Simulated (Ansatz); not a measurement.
**BaTiO3: equilibrium volume by level of theory**

**What was measured.** The equilibrium volume of BaTiO3 (Pm-3m) is reported as 12.89 Å³/atom (pmc:7004307, doi:10.1371/journal.pone.0228644). The runs below try to reproduce it.

```cif
data_structure
_symmetry_space_group_name_H-M 'Pm-3m'
_symmetry_Int_Tables_number 221
_cell_length_a 4.0060
_cell_length_b 4.0060
_cell_length_c 4.0060
_cell_angle_alpha 90.000
_cell_angle_beta 90.000
_cell_angle_gamma 90.000
_cell_volume 64.29
loop_
_atom_site_label
_atom_site_type_symbol
_atom_site_symmetry_multiplicity
_atom_site_Wyckoff_symbol
_atom_site_fract_x
_atom_site_fract_y
_atom_site_fract_z
_atom_site_occupancy
Ba1 Ba 1 b 0.50000 0.50000 0.50000 1
Ti1 Ti 1 a 0.00000 0.00000 0.00000 1
O1 O 3 d 0.00000 0.00000 0.50000 1
```

| rung | level | program and potentials | cutoff (eV) | k mesh | smearing | task | core time | chip | equilibrium volume (Å³/atom) | miss | notes |
| --- | --- | --- | --- | --- | --- | --- | --- | --- | --- | --- | --- |
| LDA | LDA | Ansatz, Ansatz PAW | 420 | 7 × 7 × 7 | fermi-dirac 0.05 | equation of state | 14 s | Intel Xeon | 12.18 | -5.5 % | potentials made for PBE, which Ansatz adapts in part |
| GGA + dispersion | PBEsol+D3(BJ) | Ansatz, Ansatz PAW | 420 | 7 × 7 × 7 | fermi-dirac 0.05 | relaxation of cell and atoms | 14 s | Intel Xeon | 12.27 | -4.8 % | potentials made for PBE, which Ansatz adapts in part |
| GGA + dispersion | PBEsol+D4 | Ansatz, Ansatz PAW | 420 | 7 × 7 × 7 | fermi-dirac 0.05 | relaxation of cell and atoms | 18 s | Intel Xeon | 12.39 | -3.9 % | potentials made for PBE, which Ansatz adapts in part |
| GGA | PBEsol | Ansatz, Ansatz PAW | 420 | 7 × 7 × 7 | fermi-dirac 0.05 | equation of state | 19 s | Intel Xeon | 12.51 | -2.9 % | potentials made for PBE, which Ansatz adapts in part |
| GGA + dispersion | PBEsol+D3(BJ)+ATM | Ansatz, Ansatz PAW | 420 | 7 × 7 × 7 | fermi-dirac 0.05 | relaxation of cell and atoms | 20 s | Intel Xeon | 12.30 | -4.6 % | potentials made for PBE, which Ansatz adapts in part |
| meta-GGA | r2SCAN | Ansatz, Ansatz PAW | 500 | 7 × 7 × 7 | fermi-dirac 0.05 | equation of state | 24 s | Intel Xeon | 12.74 | -1.2 % | potentials made for PBE, which Ansatz adapts in part |
| GGA | PBEsol | Ansatz, all-electron LAPW, scalar-relativistic | - | 7 × 7 × 7 | fermi-dirac 0.05 | equation of state | 3.5 min | Arm Neoverse V2 | 12.51 | -2.9 % | - |

Times are single runs on shared hosts and different chips, so they are rough; meshes, cutoffs and the tasks' sizes weigh on the time. All rows: no spin polarisation. Smearing widths are in eV. Meshes are those of the run's cell of 5 atoms unless a note names another. Relaxations start from the cell shown or near it and stop with a little pressure left. Misses use the values as printed. Runs on faulty files, with rough fits or with known faults for this quantity aren't shown. No row holds spin-orbit coupling.

By rung: LDA 12.18; GGA + dispersion 12.27 to 12.39; GGA 12.51; meta-GGA 12.74 (Å³/atom). Measured: 12.89 Å³/atom (pmc:7004307, doi:10.1371/journal.pone.0228644). Closest is r2SCAN (-1.2 %). The runs are for a static lattice, while measurements hold temperature and zero-point motion.
